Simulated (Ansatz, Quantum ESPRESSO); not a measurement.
## Ga1-xInxP: cell size against composition

Does the cell follow a straight line between the end members?

Calculated with Ansatz 0.2.0, PBEsol, PAW files of the set soft_1, cutoff 600 eV, Fermi–Dirac smearing 0.02 eV, k-mesh 4×4×4, no spin polarisation, no spin-orbit coupling.

Each composition is one ordered cell of the zinc blende structure with 8 sites to fill (x is the share of In on the Ga sites), chosen so that its near-neighbour pairs are as close to random as the cell allows, with cell and atoms relaxed. The cell at x = 0.125: a = 7.7722 Å, b = 7.7722 Å, c = 7.7722 Å, α = 60.00°, β = 60.00°, γ = 60.00°.

```
atom       x       y       z
  In  0.0000  0.0000  0.0000
  Ga  0.0001  0.0001  0.4999
  Ga  0.0001  0.4999  0.0001
  Ga  0.0001  0.4999  0.4999
  Ga  0.4999  0.0001  0.0001
  Ga  0.4999  0.0001  0.4999
  Ga  0.4999  0.4999  0.0001
  Ga  0.5000  0.5000  0.5000
   P  0.3750  0.3750  0.3750
   P  0.3750  0.3750  0.8750
   P  0.3750  0.8750  0.3750
   P  0.3906  0.8698  0.8698
   P  0.8750  0.3750  0.3750
   P  0.8698  0.3906  0.8698
   P  0.8698  0.8698  0.3906
   P  0.8698  0.8698  0.8698
```

```
    x   formula  space group  volume for each atom (Å³)
    0       GaP        F-43m                     20.112
0.125   InGa7P8        F-43m                     20.749
0.375  In3Ga5P8          R3m                     22.053
  0.5    InGaP2         Ima2                     22.687
0.625  In5Ga3P8          R3m                     23.371
 0.75   In3GaP4         Amm2                     24.030
0.875   In7GaP8        F-43m                     24.702
    1       InP        F-43m                     25.395
```

**Question.** Fit the trend and give the value at x = 0.25, a row left out above.

The law is y = (1 − x) y0 + x y1 − b x(1 − x). With w = x(1 − x) and δ the distance of each inner row from the straight line, b = −Σδw/Σw².

| x | w | δ |
| --- | --- | --- |
| 0.125 | 0.1094 | −0.023 |
| 0.375 | 0.2344 | −0.040 |
| 0.5 | 0.2500 | −0.066 |
| 0.625 | 0.2344 | −0.043 |
| 0.75 | 0.1875 | −0.044 |
| 0.875 | 0.1094 | −0.033 |

Σδw = −0.0505 and Σw² = 0.2314, so b = 0.218 Å³. At x = 0.25 the law gives 21.392 Å³. The run itself gives 21.395 Å³, so the estimate misses by 0.003 Å³; the fitted rows themselves lie up to 0.012 Å³ off the law.

At x = 0.5 the bowing term is 0.24 % of the value there, against 26.3 % between the ends, so the straight line holds well.

One small ordered cell stands for each composition, so a random alloy may differ.

The same fit over all rows at other levels or in other programs gives b = 0.211 Å³ with r2SCAN (Ansatz) and 0.225 Å³ with PBEsol (Quantum ESPRESSO, GBRV).

[Logs are printed without paths, hosts, clocks, repeated set-up lines and the standing remarks that a program may print on its own settings, such as how far it seeks lower states.]
